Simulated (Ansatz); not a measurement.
**Equation of state of LuH2 under PBEsol**

It takes space group Fm-3m (No. 225, cubic). The conventional cell has a = 5.033 Å, b = 5.033 Å, c = 5.033 Å, α = 90.00°, β = 90.00°, γ = 90.00°. Lu (site symmetry m-3m) has 8 H at 2.18 Å as nearest neighbours. H (site symmetry -43m) has 4 Lu at 2.18 Å as nearest neighbours.

The cell was scaled at fixed shape and fractions and run with Ansatz, all-electron LAPW, scalar-relativistic; PBEsol, k mesh 9 × 9 × 9 on the cell of 3 atoms, fermi-dirac occupations of 0.05 eV, no spin polarisation, no spin-orbit coupling. Energies are those that the program minimises, any entropy of the smearing included. For a metal such a mesh isn't converged to the digits shown.

| V (Å³/atom) | energy over the lowest row (meV/atom) |
| --- | --- |
| 9.9868 | 0.85 |
| 10.1993 | 0.00 |
| 10.4118 | 1.82 |
| 10.6243 | ? |
| 10.8368 | 12.45 |
| 11.0493 | 20.83 |
| 11.2617 | 31.00 |

**Question.** Fit the third-order Birch-Murnaghan form, give V0, B0 and B′, and predict the energy left open.

**Answer.** With y = (V0/V)^(2/3), E = E0 + (9 V0 B0/16) [(y - 1)³ B′ + (y - 1)² (6 - 4y)]. Least squares through the rows shown give V0 = 10.1575 Å³/atom, E0 = -0.05 meV, B0 = 97.75 GPa (1 eV/Å³ = 160.218 GPa) and B′ = 3.77, with a largest miss of 0.00 meV. At V = 10.6243 the form with these constants gives 6.04 meV; the run gave 6.04 meV an atom. Measured volume: 10.62 Å³/atom (pmc:10396964, doi:10.1038/s41586-023-06162-w), so the fit lies -4.4 % from it. The runs are for a static lattice.
